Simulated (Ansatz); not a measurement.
Wanted: the native input for an Ansatz 0.2.0 run.

* Task: projected density of states
* Functional: PBEsol
* Potentials or basis: Ansatz PAW
* Cutoff: 420 eV (not typed: the program's choice for these potentials)
* k mesh: 5 × 5 × 3
* Occupations: fermi-dirac, width 0.05 eV
* Spin: no spin polarisation

Crystal: CuO.

```
CELL_PARAMETERS angstrom
1.99097 -2.15355 0.00000
1.99097 2.15355 0.00000
0.00000 0.00000 5.15593
ATOMIC_POSITIONS crystal
Cu 0.50000 0.00000 0.00000
Cu 0.00000 0.50000 0.50000
O 0.50000 0.50000 0.25000
O 0.50000 0.50000 0.75000
```

Measurements of this composition are mostly on another form, of space group No. 15.

These files were run (other wordings do the same):

input.yaml

```yaml
crystal:
  lattice:
    - [1.990968, -2.15355, 0.0]
    - [1.990968, 2.15355, 0.0]
    - [0.0, 0.0, 5.155928]
  atoms:
    - { symbol: Cu, position: [0.5, 0.0, 0.0] }
    - { symbol: Cu, position: [0.0, 0.5, 0.5] }
    - { symbol: O, position: [0.5, 0.5, 0.25] }
    - { symbol: O, position: [0.5, 0.5, 0.75] }
hamiltonian:
  xc: pbesol
  pseudopotentials: { kind: paw }
kpoints:
  mp_grid: { grid: [5, 5, 3] }
scf:
  occupations: { method: fermi_dirac, width: 0.05 }
  n_extra_bands: 10
output:
  forces: true
  stress: true
  eigenvalues: true
  dos: { projected: true, de: 0.05, nscf_kmesh: { grid: [8, 8, 5] } }
```

Potentials or basis: Ansatz PAW.

Command:

```sh
$ ansatz run input.yaml --threads 2 --pin off --max-ram 5632MiB --backend cpu --events-out ev --progress --plain --runs-dir out
```

Results of the run:

```json
{
  "Pressure": "-6.2 GPa",
  "Band gap on the k mesh": "none (metal or under the smearing width)",
  "Density of states at the Fermi level": "2.35 states/eV per cell"
}
```

Caveat: the k mesh is coarse (spacing up to 0.43 Å⁻¹), so the values aren't converged; the pressure holds a Pulay correction of +0.7 GPa for the finite cutoff; the run has no spin polarisation, though such a crystal can be magnetic; semilocal functionals often make such compounds metallic where correlation or magnetic order opens a gap, which also shifts bond lengths; the PAW data sets come from PBE, with cores solved anew for the run's functional, which leaves a small shift of forces and pressure.

Wall time 2.7 s on 2 threads of Arm Neoverse V1 (shared host), peak memory 0.31 GiB.
